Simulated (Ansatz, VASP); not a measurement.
## One calculation of Sb, two programs

The input INCAR:

```
PREC     = Accurate       # precision mode
ENCUT    = 520            # plane-wave cutoff, eV
EDIFF    = 1E-6           # SCF threshold, eV
ISMEAR   = 0              # smearing method
SIGMA    = 0.1            # smearing width, eV
LREAL    = False          # projectors in reciprocal space
LASPH    = True           # aspherical terms in the spheres
NELM     = 80             # most SCF steps
ALGO     = Normal         # electronic algorithm
ISIF     = 2              # what is computed and relaxed
LWAVE    = False          # write WAVECAR
LCHARG   = False          # write CHGCAR
GGA      = PE             # functional
NBANDS   = 8              # bands
```

KPOINTS

```
Automatic mesh
0
Gamma
  18 18 18
```

File POSCAR:

```
Sb
1.0
   -1.5882854075      1.5882854075      2.5694260667
    1.5882854075     -1.5882854075      2.5694260667
    1.5882854075      1.5882854075     -2.5694260667
Sb
1
Direct
    0.0000000000      0.0000000000      0.0000000000
```

Input for Ansatz:

```yaml
crystal:
  lattice:
    - [-1.5882854075, 1.5882854075, 2.5694260667]
    - [1.5882854075, -1.5882854075, 2.5694260667]
    - [1.5882854075, 1.5882854075, -2.5694260667]
  atoms:
    - { symbol: Sb, position: [0.0, 0.0, 0.0] }
basis:
  ecutwfc: 420
kpoints:
  mp_grid: { grid: [18, 18, 18] }
hamiltonian:
  xc: pbe
scf:
  occupations: { method: gaussian, width: 0.1 }
output:
  forces: true
  stress: true
  eigenvalues: true
```

Alike in both runs: task single point; functional PBE; k mesh 18 × 18 × 18; occupations gaussian, width 0.1 eV; no spin polarisation.

|  | VASP | Ansatz |
| --- | --- | --- |
| version | VASP 6.6.1 | Ansatz 0.2.0 |
| potentials or method | VASP PAW PBE potentials, release 64 (Sb) | scalar-relativistic, plane waves, PAW |
| plane-wave cutoff (eV) | 520 | 420 |
| valence electrons in the cell | 5 | 15 |

|  | VASP | Ansatz | Ansatz less VASP |
| --- | --- | --- | --- |
| gap on the k mesh at the Fermi level (eV) | none | none | - |
| pressure (GPa) | 4.1 | 4.3 | +0.13 |
| largest component of the traceless stress (GPa) | 0.18 | 0.20 | +0.020 |

A gap of «none» marks a metal or a gap that the smearing closes. The two sets of potentials don't hold the same shells in valence.

The runs have no spin-orbit coupling, so splittings on Sb are missing.
